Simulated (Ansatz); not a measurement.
Born–Oppenheimer molecular dynamics of a periodic cell of 21 atoms, Ba$_{20}$O (surface Ba(110), adsorbate O). It goes on from the last frame of an earlier run, with new velocities.

Level of theory: DFT PBE, scalar-relativistic, plane waves, PAW (Ansatz 0.2.0). Settings: accuracy low, cutoff 420 eV, k mesh 2x2x1, fermi-dirac smearing 0.05 eV, no spin polarisation.

| Quantity | Value |
| --- | --- |
| ensemble | NVT, Nosé–Hoover chain |
| time step | 1 fs |
| steps asked | 300 |
| set temperature | 1800 K |
| thermostat | time constant 50 fs, chain length 1 |
| atoms held | 1 to 4 |
| seed | 804069 |

Frames 5 fs apart, positions in Å.

Velocities at 240 fs (Å/ps):

```
Ba 0.00 0.00 0.00
Ba 0.00 0.00 0.00
Ba 0.00 0.00 0.00
Ba 0.00 0.00 0.00
Ba 4.77 -2.26 1.19
Ba -4.52 0.98 2.04
Ba 1.03 1.64 0.94
Ba 1.86 -1.31 1.69
Ba -1.97 -0.43 2.59
Ba -1.48 -5.27 1.59
Ba 1.46 -6.48 8.73
Ba 0.38 -0.19 3.18
Ba -0.27 0.47 0.72
Ba 1.02 -3.13 1.68
Ba -2.40 -7.16 1.58
Ba 1.80 -2.20 2.09
Ba -3.52 -2.73 4.38
Ba 0.32 -1.70 -0.04
Ba -2.47 -6.41 1.84
Ba 2.54 -9.84 -0.81
O -1.87 -7.41 6.99
```

```xyz
21
Lattice="10.0400 0.0000 0.0000 5.0200 7.0994 0.0000 0.0000 0.0000 25.1987" Properties=species:S:1:pos:R:3 time_fs=240 energy_less_start_eV=3.810 T=1739
Ba 0.000 0.000 1.000
Ba 5.020 0.000 1.000
Ba 2.510 3.550 1.000
Ba 7.530 3.550 1.000
Ba 0.971 2.732 5.553
Ba 4.412 3.758 3.882
Ba 2.219 7.956 4.507
Ba 7.806 5.850 5.110
Ba -0.384 -0.654 7.538
Ba 5.150 -0.496 8.141
Ba 2.155 2.469 9.398
Ba 6.901 3.252 7.844
Ba -0.748 3.356 11.471
Ba 5.542 2.643 12.206
Ba 2.632 6.048 12.424
Ba 7.633 6.432 12.428
Ba -0.296 -1.173 15.192
Ba 4.095 -1.052 16.006
Ba 1.962 3.054 16.025
Ba 7.684 2.138 15.169
O 7.687 4.838 14.192
21
Lattice="10.0400 0.0000 0.0000 5.0200 7.0994 0.0000 0.0000 0.0000 25.1987" Properties=species:S:1:pos:R:3 time_fs=245 energy_less_start_eV=3.855 T=1687
Ba 0.000 0.000 1.000
Ba 5.020 0.000 1.000
Ba 2.510 3.550 1.000
Ba 7.530 3.550 1.000
Ba 0.994 2.721 5.558
Ba 4.390 3.763 3.892
Ba 2.224 7.964 4.512
Ba 7.815 5.843 5.118
Ba -0.395 -0.656 7.551
Ba 5.143 -0.523 8.150
Ba 2.163 2.437 9.442
Ba 6.903 3.251 7.861
Ba -0.750 3.357 11.475
Ba 5.547 2.627 12.214
Ba 2.620 6.013 12.430
Ba 7.642 6.422 12.438
Ba -0.312 -1.187 15.215
Ba 4.096 -1.061 16.005
Ba 1.950 3.022 16.034
Ba 7.697 2.090 15.166
O 7.680 4.800 14.229
21
Lattice="10.0400 0.0000 0.0000 5.0200 7.0994 0.0000 0.0000 0.0000 25.1987" Properties=species:S:1:pos:R:3 time_fs=250 energy_less_start_eV=3.895 T=1640
Ba 0.000 0.000 1.000
Ba 5.020 0.000 1.000
Ba 2.510 3.550 1.000
Ba 7.530 3.550 1.000
Ba 1.018 2.711 5.563
Ba 4.369 3.768 3.904
Ba 2.229 7.971 4.516
Ba 7.825 5.838 5.124
Ba -0.405 -0.658 7.565
Ba 5.136 -0.549 8.159
Ba 2.171 2.405 9.484
Ba 6.905 3.249 7.878
Ba -0.750 3.359 11.479
Ba 5.550 2.612 12.222
Ba 2.607 5.977 12.435
Ba 7.650 6.412 12.448
Ba -0.327 -1.201 15.238
Ba 4.097 -1.070 16.003
Ba 1.938 2.989 16.042
Ba 7.709 2.044 15.163
O 7.676 4.760 14.270
21
Lattice="10.0400 0.0000 0.0000 5.0200 7.0994 0.0000 0.0000 0.0000 25.1987" Properties=species:S:1:pos:R:3 time_fs=255 energy_less_start_eV=3.931 T=1598
Ba 0.000 0.000 1.000
Ba 5.020 0.000 1.000
Ba 2.510 3.550 1.000
Ba 7.530 3.550 1.000
Ba 1.040 2.700 5.568
Ba 4.348 3.774 3.917
Ba 2.234 7.977 4.519
Ba 7.835 5.833 5.128
Ba -0.417 -0.660 7.580
Ba 5.129 -0.576 8.169
Ba 2.180 2.373 9.525
Ba 6.907 3.248 7.895
Ba -0.751 3.359 11.485
Ba 5.552 2.597 12.229
Ba 2.593 5.942 12.439
Ba 7.656 6.402 12.459
Ba -0.339 -1.216 15.262
Ba 4.097 -1.080 16.001
Ba 1.926 2.956 16.050
Ba 7.721 2.001 15.161
O 7.676 4.721 14.313
21
Lattice="10.0400 0.0000 0.0000 5.0200 7.0994 0.0000 0.0000 0.0000 25.1987" Properties=species:S:1:pos:R:3 time_fs=260 energy_less_start_eV=3.960 T=1564
Ba 0.000 0.000 1.000
Ba 5.020 0.000 1.000
Ba 2.510 3.550 1.000
Ba 7.530 3.550 1.000
Ba 1.063 2.691 5.572
Ba 4.328 3.780 3.931
Ba 2.239 7.983 4.522
Ba 7.845 5.829 5.131
Ba -0.428 -0.662 7.596
Ba 5.122 -0.602 8.180
Ba 2.191 2.342 9.565
Ba 6.910 3.245 7.913
Ba -0.751 3.359 11.490
Ba 5.553 2.583 12.236
Ba 2.578 5.907 12.440
Ba 7.662 6.393 12.471
Ba -0.349 -1.231 15.287
Ba 4.096 -1.090 15.997
Ba 1.915 2.922 16.056
Ba 7.733 1.961 15.160
O 7.681 4.684 14.356
21
Lattice="10.0400 0.0000 0.0000 5.0200 7.0994 0.0000 0.0000 0.0000 25.1987" Properties=species:S:1:pos:R:3 time_fs=265 energy_less_start_eV=3.982 T=1538
Ba 0.000 0.000 1.000
Ba 5.020 0.000 1.000
Ba 2.510 3.550 1.000
Ba 7.530 3.550 1.000
Ba 1.085 2.682 5.575
Ba 4.310 3.786 3.946
Ba 2.244 7.988 4.524
Ba 7.856 5.825 5.132
Ba -0.441 -0.664 7.613
Ba 5.115 -0.629 8.192
Ba 2.201 2.311 9.603
Ba 6.913 3.242 7.932
Ba -0.751 3.357 11.497
Ba 5.552 2.568 12.243
Ba 2.563 5.871 12.440
Ba 7.667 6.384 12.483
Ba -0.357 -1.247 15.312
Ba 4.094 -1.101 15.993
Ba 1.904 2.888 16.063
Ba 7.744 1.924 15.159
O 7.689 4.648 14.398
21
Lattice="10.0400 0.0000 0.0000 5.0200 7.0994 0.0000 0.0000 0.0000 25.1987" Properties=species:S:1:pos:R:3 time_fs=270 energy_less_start_eV=3.994 T=1521
Ba 0.000 0.000 1.000
Ba 5.020 0.000 1.000
Ba 2.510 3.550 1.000
Ba 7.530 3.550 1.000
Ba 1.106 2.673 5.579
Ba 4.292 3.793 3.962
Ba 2.248 7.993 4.526
Ba 7.867 5.821 5.132
Ba -0.454 -0.666 7.631
Ba 5.109 -0.655 8.205
Ba 2.213 2.281 9.641
Ba 6.916 3.239 7.951
Ba -0.751 3.355 11.504
Ba 5.551 2.554 12.249
Ba 2.548 5.836 12.438
Ba 7.671 6.376 12.495
Ba -0.363 -1.264 15.338
Ba 4.092 -1.113 15.989
Ba 1.894 2.853 16.068
Ba 7.755 1.889 15.160
O 7.702 4.616 14.438
21
Lattice="10.0400 0.0000 0.0000 5.0200 7.0994 0.0000 0.0000 0.0000 25.1987" Properties=species:S:1:pos:R:3 time_fs=275 energy_less_start_eV=3.996 T=1513
Ba 0.000 0.000 1.000
Ba 5.020 0.000 1.000
Ba 2.510 3.550 1.000
Ba 7.530 3.550 1.000
Ba 1.127 2.664 5.582
Ba 4.275 3.800 3.979
Ba 2.253 7.997 4.527
Ba 7.878 5.818 5.130
Ba -0.467 -0.668 7.650
Ba 5.103 -0.682 8.219
Ba 2.225 2.250 9.678
Ba 6.919 3.235 7.971
Ba -0.750 3.352 11.511
Ba 5.548 2.541 12.255
Ba 2.532 5.801 12.435
Ba 7.673 6.367 12.509
Ba -0.366 -1.281 15.365
Ba 4.089 -1.126 15.983
Ba 1.883 2.818 16.073
Ba 7.766 1.857 15.161
O 7.720 4.586 14.476
21
Lattice="10.0400 0.0000 0.0000 5.0200 7.0994 0.0000 0.0000 0.0000 25.1987" Properties=species:S:1:pos:R:3 time_fs=280 energy_less_start_eV=3.989 T=1514
Ba 0.000 0.000 1.000
Ba 5.020 0.000 1.000
Ba 2.510 3.550 1.000
Ba 7.530 3.550 1.000
Ba 1.148 2.656 5.585
Ba 4.260 3.808 3.998
Ba 2.257 8.000 4.528
Ba 7.889 5.816 5.127
Ba -0.481 -0.670 7.670
Ba 5.097 -0.708 8.234
Ba 2.238 2.220 9.713
Ba 6.922 3.230 7.992
Ba -0.750 3.349 11.519
Ba 5.545 2.527 12.261
Ba 2.516 5.767 12.430
Ba 7.675 6.358 12.523
Ba -0.368 -1.299 15.393
Ba 4.085 -1.139 15.977
Ba 1.873 2.783 16.078
Ba 7.776 1.827 15.163
O 7.741 4.559 14.510
21
Lattice="10.0400 0.0000 0.0000 5.0200 7.0994 0.0000 0.0000 0.0000 25.1987" Properties=species:S:1:pos:R:3 time_fs=285 energy_less_start_eV=3.973 T=1524
Ba 0.000 0.000 1.000
Ba 5.020 0.000 1.000
Ba 2.510 3.550 1.000
Ba 7.530 3.550 1.000
Ba 1.167 2.648 5.587
Ba 4.245 3.816 4.016
Ba 2.262 8.003 4.529
Ba 7.900 5.814 5.122
Ba -0.495 -0.672 7.690
Ba 5.092 -0.735 8.249
Ba 2.252 2.190 9.747
Ba 6.926 3.225 8.013
Ba -0.749 3.344 11.527
Ba 5.540 2.514 12.267
Ba 2.499 5.732 12.424
Ba 7.675 6.350 12.538
Ba -0.368 -1.318 15.422
Ba 4.082 -1.154 15.971
Ba 1.864 2.747 16.081
Ba 7.786 1.801 15.166
O 7.766 4.535 14.540
```

Of the whole run (300 fs, mean temperature of the second half 1905 K): The conserved energy stayed within 0.013 meV per atom of its start (net change 0.011 meV per atom), so the integration is sound. A run of 0.3 ps of so small a system gives no equilibrium averages. Limits of this set-up: coarse k mesh, slab without dipole correction, low accuracy level.

The run took 21 min on 4 threads of AMD EPYC 9R45 96-Core Processor (Zen 5) (shared host), peak memory 5.5 GiB.
